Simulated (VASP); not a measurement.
**V3O: single point with PBE**

The system is V3O.

```
CELL_PARAMETERS angstrom
3.61151 0.00000 0.00000
0.00000 3.61151 0.00000
0.00000 0.00000 3.61151
ATOMIC_POSITIONS crystal
V 0.50000 0.00000 0.50000
V 0.00000 0.50000 0.50000
V 0.50000 0.50000 0.00000
O 0.00000 0.00000 0.00000
```

The cell was built by a generator and needn't be a form met in nature.

The cell isn't the ideal one: species swapped into the NbZn3 type (Pm-3m, No. 221).

| Item | Value |
| --- | --- |
| Program | VASP 6.6.1 |
| Task | single point |
| Functional | PBE |
| Potentials or basis | VASP PAW PBE potentials, release 64 (V_sv, O) |
| Cutoff | 520 eV |
| k mesh | 6 × 6 × 6 |
| Occupations | gaussian, width 0.1 eV |
| Spin | collinear spin, typed start |
| Starting moments | [2.0, 2.0, 2.0, 0.0] μB |

- Pressure: 0.1 GPa
- Band gap on the k mesh: none (metal or under the smearing width)
- Net moment: 0.00 μB per cell
- Valence electrons inside the program's atomic spheres: V 11.72; O 4.81

Levels at points of the mesh, in eV from the Fermi level:
Spin up:
| k point | band 19 | band 20 | band 21 | band 22 | band 23 | band 24 | band 25 | band 26 | band 27 | band 28 |
| --- | --- | --- | --- | --- | --- | --- | --- | --- | --- | --- |
| (0.00, 0.00, 0.00) | -2.49 | -2.35 | -2.35 | -2.35 | -2.03 | 1.47 | 1.47 | 1.47 | 2.81 | 2.81 |
| (0.50, 0.00, 0.00) | -0.84 | -0.52 | -0.23 | -0.09 | -0.09 | 0.34 | 0.34 | 0.73 | 1.24 | 1.86 |
| (0.50, 0.50, 0.00) | -1.31 | -1.23 | 0.08 | 0.08 | 0.54 | 0.80 | 0.80 | 1.07 | 1.62 | 2.00 |
| (0.50, 0.50, 0.50) | -2.85 | -1.06 | -0.17 | -0.17 | -0.17 | 1.37 | 1.39 | 1.39 | 1.39 | 2.10 |
Spin down:
```
           k point  band 21  band 22  band 23  band 24  band 25  band 26
(0.00, 0.00, 0.00)    -2.35    -2.35    -2.03     1.47     1.47     1.47
(0.50, 0.00, 0.00)    -0.23    -0.09    -0.09     0.34     0.34     0.73
(0.50, 0.50, 0.00)     0.08     0.08     0.54     0.80     0.80     1.07
(0.50, 0.50, 0.50)    -0.17    -0.17    -0.17     1.37     1.39     1.39
```

Wall time 47 s on 1 thread of Intel(R) Xeon(R) Platinum 8488C (Sapphire Rapids), with other jobs on the host, peak memory 0.19 GiB.

Caveat: semilocal functionals often make such compounds metallic where correlation or magnetic order opens a gap, which also shifts bond lengths.
